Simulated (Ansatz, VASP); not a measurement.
# Two plane-wave programs on Zr

```
Zr
1.0
     0.00000    2.25500    2.25500
     2.25500    0.00000    2.25500
     2.25500    2.25500    0.00000
Zr
1
Direct
  0.00000 0.00000 0.00000
```

Alike in both runs: task electric field gradients; functional PBEsol; k mesh 13 × 13 × 13; occupations fermi-dirac, width 0.05 eV; no spin polarisation.

|  | VASP | Ansatz |
| --- | --- | --- |
| version | VASP 6.6.1 | Ansatz 0.2.0 |
| potentials or method | VASP PAW PBE potentials, release 64 (Zr_sv) | PAW with Ansatz's default frozen-core files, scalar-relativistic |
| plane-wave cutoff (eV) | 520 | 420 |
| valence electrons in the cell | 12 | 12 |

VASP gave:

| Item | Value |
| --- | --- |
| pressure (GPa) | -2.6 |
| Vzz of the field gradient on the site that differs most (V/Å²) | 0.0 |

What did Ansatz give for the same quantities?

Pressure (GPa): -2.7; Vzz of the field gradient on the site that differs most (V/Å²): 0.0.

With one functional, cell and mesh, what is left measures potentials, basis and numerics. Ansatz warned: «gradients_without_spin_orbit».

Caveats: the PAW data sets were made with another functional, which shifts forces and pressure a little (VASP).
